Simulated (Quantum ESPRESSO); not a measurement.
Crystal: MnS.

```xyz
2
Lattice="0.0000 2.4735 2.4735 2.4735 0.0000 2.4735 2.4735 2.4735 0.0000" Properties=species:S:1:pos:R:3 pbc="T T T"
Mn    0.0000    0.0000    0.0000
S     3.7102    3.7102    3.7102
```

The cell is a database's computed one.

Base run:

| Item | Value |
| --- | --- |
| Program | Quantum ESPRESSO 7.5 |
| Functional | PBEsol |
| Potentials or basis | GBRV 1.5 PBEsol |
| Cutoff | 612 eV |
| Density cutoff | 4898 eV |
| k mesh | 9 × 9 × 9 |
| Occupations | fermi-dirac, width 0.05 eV |
| Spin | collinear spin, ferromagnetic start |
| Starting moments | [4.0, 0.0] μB |

Its results: band gap on the k mesh none (metal or under the smearing width); pressure -3.2 GPa; net moment 0.23 μB per cell; site moments Mn +0.20; S -0.00 μB.

Problem. The run is repeated on the same cell with these changes: functional from PBEsol to LDA; potentials or basis from GBRV 1.5 PBEsol to GBRV 1.5 LDA. What comes out?

Solution. Band gap on the k mesh none (metal or under the smearing width); pressure -7.0 GPa; net moment 0.10 μB per cell; site moments Mn +0.09; S -0.00 μB.

Caveats: the moment fell far below its start of 4 μB, so a state of higher moment may lie lower in energy; semilocal functionals often make such compounds metallic where correlation or magnetic order opens a gap, which also shifts bond lengths.

Not every run made on this cell is shown here.
